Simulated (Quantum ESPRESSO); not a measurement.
A calculation with Quantum ESPRESSO 7.5 of Ni (ASE script, structure from a POSCAR):

run.py

```python
import numpy as np
from ase.calculators.espresso import Espresso, EspressoProfile
from ase.io import read

atoms = read('POSCAR')
atoms.set_initial_magnetic_moments([1.0])

input_data = {
    'control': {'calculation': 'scf', 'prefix': 'pwscf', 'outdir': './tmp', 'tprnfor': True, 'tstress': True, 'disk_io': 'nowf'},
    'system': {'ecutwfc': 45.0, 'ecutrho': 360.0, 'nbnd': 18, 'occupations': 'smearing', 'smearing': 'fd', 'degauss': 0.00367493, 'nspin': 2},
    'electrons': {'conv_thr': 2e-10, 'electron_maxstep': 120, 'mixing_beta': 0.3},
}
pseudopotentials = {'Ni': 'ni_pbesol_v1.4.uspp.F.UPF'}
profile = EspressoProfile(command='mpirun -n 2 pw.x -nk 2', pseudo_dir='pseudo')
dft = Espresso(profile=profile, input_data=input_data, pseudopotentials=pseudopotentials, kpts=(13, 13, 13), koffset=(0, 0, 0))
atoms.calc = dft

print(f'energy {atoms.get_potential_energy():.8f} eV')
print('forces (eV/A)')
print(np.round(atoms.get_forces(), 6))
print('stress (eV/A^3, Voigt)')
print(np.round(atoms.get_stress(), 8))
print(f'Fermi level {dft.get_fermi_level():.4f} eV')
```

Contents of POSCAR:

```
Ni
1.0
   -1.3837154700      1.3837154700      1.3837154700
    1.3837154700     -1.3837154700      1.3837154700
    1.3837154700      1.3837154700     -1.3837154700
Ni
1
Direct
    0.0000000000      0.0000000000      0.0000000000
```

Potentials or basis: GBRV 1.5 PBEsol.

Command:

```sh
$ OMP_NUM_THREADS=1 python run.py
```

This isn't the form of Ni at room conditions, which is fcc.

Problem. Write the same calculation in another form: native input, structure typed inline.

Solution. As run:

pw.in

```
&CONTROL
  calculation = 'scf'
  prefix = 'pwscf'
  outdir = './tmp'
  pseudo_dir = './pseudo'
  tprnfor = .true.
  tstress = .true.
  disk_io = 'low'
/
&SYSTEM
  ibrav = 0
  nat = 1
  ntyp = 1
  ecutwfc = 45
  ecutrho = 360
  nbnd = 18
  occupations = 'smearing'
  smearing = 'fd'
  degauss = 0.00367493
  nspin = 2
  starting_magnetization(1) = 0.0556
/
&ELECTRONS
  conv_thr = 2d-10
  electron_maxstep = 120
  mixing_beta = 0.3
/
ATOMIC_SPECIES
Ni    58.6934 ni_pbesol_v1.4.uspp.F.UPF
CELL_PARAMETERS angstrom
  -1.3837154700    1.3837154700    1.3837154700
   1.3837154700   -1.3837154700    1.3837154700
   1.3837154700    1.3837154700   -1.3837154700
ATOMIC_POSITIONS crystal
Ni     0.0000000000    0.0000000000    0.0000000000
K_POINTS automatic
13 13 13 0 0 0
```

The input pp_density.in:

```
&INPUTPP
  prefix = 'pwscf'
  outdir = './tmp'
  filplot = 'density.dat'
  plot_num = 0
/
&PLOT
  nfile = 1
  filepp(1) = 'density.dat'
  iflag = 3
  output_format = 6
  fileout = 'density.cube'
/
```

File pp_potential.in:

```
&INPUTPP
  prefix = 'pwscf'
  outdir = './tmp'
  filplot = 'potential.dat'
  plot_num = 11
/
&PLOT
  nfile = 1
  filepp(1) = 'potential.dat'
  iflag = 3
  output_format = 6
  fileout = 'potential.cube'
/
```

Contents of pp_spin.in:

```
&INPUTPP
  prefix = 'pwscf'
  outdir = './tmp'
  filplot = 'spin.dat'
  plot_num = 6
/
&PLOT
  nfile = 1
  filepp(1) = 'spin.dat'
  iflag = 3
  output_format = 6
  fileout = 'spin.cube'
/
```

Potentials or basis: GBRV 1.5 PBEsol.

The run is started by

```bash
$ OMP_NUM_THREADS=1 mpirun -n 2 pw.x -nk 2 -in pw.in > pw.out
$ OMP_NUM_THREADS=1 mpirun -n 1 pp.x -in pp_density.in > pp_density.out
$ OMP_NUM_THREADS=1 mpirun -n 1 pp.x -in pp_potential.in > pp_potential.out
$ OMP_NUM_THREADS=1 mpirun -n 1 pp.x -in pp_spin.in > pp_spin.out
```

Both were run:

|  | ASE script, structure from a POSCAR | native input, structure typed inline |
| --- | --- | --- |
| Pressure | -2.5 GPa | -2.5 GPa |
| Band gap on the k mesh | none (metal or under the smearing width) | none (metal or under the smearing width) |
| Net moment | 0.62 μB per cell | 0.62 μB per cell |
| Absolute moment | 0.68 μB per cell | 0.68 μB per cell |
| Site moments | Ni +0.65 μB | Ni +0.65 μB |
| Valence electrons inside the program's atomic spheres | Ni 16.52 | Ni 16.52 |

Keys that steer only the numerical path or the files written may differ.
